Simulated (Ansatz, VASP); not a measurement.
**Two plane-wave programs on Ga**

```
Ga
1.0
     2.71731    0.00000    0.00000
     0.00000    2.71731    0.00000
     0.00000    0.00000    2.71731
Ga
1
Direct
  0.00000 0.00000 0.00000
```

Alike in both runs: functional PBE; k mesh 16 × 16 × 16; occupations fermi-dirac, width 0.08 eV; no spin polarisation.

Ansatz relaxed the structure, and its values are those at the end. VASP's run is a single point on that final structure, the one shown.

|  | VASP | Ansatz |
| --- | --- | --- |
| version | VASP 6.6.1 | Ansatz 0.2.0 |
| potentials or method | VASP PAW PBE potentials, release 64 (Ga_d) | PAW with Ansatz's default frozen-core files, scalar-relativistic |
| plane-wave cutoff (eV) | 520 | 420 |
| valence electrons in the cell | 13 | 13 |

|  | VASP | Ansatz | Ansatz less VASP |
| --- | --- | --- | --- |
| pressure (GPa) | 0.1 | 0.0 | -0.12 |
